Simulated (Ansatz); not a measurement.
Al2O3 (Corundum):

```xyz
10
Lattice="2.3803 1.3742 4.3319 -2.3803 1.3742 4.3319 0.0000 -2.7485 4.3319" Properties=species:S:1:pos:R:3 pbc="T T T"
Al    0.0000    0.0000   11.0743
Al    0.0000    0.0000    8.4191
Al    0.0000    0.0000    1.9213
Al    0.0000    0.0000    4.5765
O    -1.6503   -0.1099    5.4148
O     0.7300    1.4841    5.4148
O     0.9203   -1.3742    5.4148
O     1.6503    0.1099    7.5808
O    -0.7300   -1.4841    7.5808
O    -0.9203    1.3742    7.5808
```

* Program: Ansatz 0.2.0
* Task: relaxation of cell and atoms
* Functional: RPBE
* Dispersion: D3(BJ)
* Potentials or basis: Ansatz PAW
* Cutoff: 420 eV (not typed: the program's choice for these potentials)
* k mesh: 7 × 7 × 7
* Occupations: fermi-dirac, width 0.05 eV
* Spin: no spin polarisation

At the start: volume 8.50 Å³/atom.

Task: How do energy, volume and symmetry change on relaxing?

Result: It ends after 8 steps and the volume is 8.21 Å³/atom (-3.4 %); space group R-3c (No. 167, to 0.05 Å).

Step by step:
| step | energy change (eV) | largest force (eV/Å) | volume (Å³) |
| --- | --- | --- | --- |
| 1 | 0.0000 | 0.0690 | 85.02 |
| 2 | -0.0597 | 0.0445 | 83.75 |
| 3 | -0.0918 | 0.0308 | 82.11 |
| 4 | -0.0916 | 0.0062 | 82.20 |
| 5 | -0.0916 | 0.0041 | 82.20 |
| 6 | -0.0801 | 0.0037 | 82.20 |
| 7 | -0.0807 | 0.0001 | 82.11 |
| 8 | -0.0803 | 0.0001 | 82.11 |

Final structure:
```
CELL_PARAMETERS angstrom
2.35662 1.36060 4.26796
-2.35662 1.36060 4.26796
0.00000 -2.72119 4.26796
ATOMIC_POSITIONS crystal
Al 0.85261 0.85261 0.85261
Al 0.64739 0.64739 0.64739
Al 0.14739 0.14739 0.14739
Al 0.35261 0.35261 0.35261
O 0.05669 0.75000 0.44331
O 0.75000 0.44331 0.05669
O 0.44331 0.05669 0.75000
O 0.94331 0.25000 0.55669
O 0.25000 0.55669 0.94331
O 0.55669 0.94331 0.25000
```

Caveat: the plane-wave basis is chosen anew once the cell has moved, so the energies of steps on either side of that aren't comparable; the pressure holds a Pulay correction of +0.8 GPa for the finite cutoff; the PAW data sets come from PBE, with cores solved anew for the run's functional, which leaves a small shift of forces and pressure.
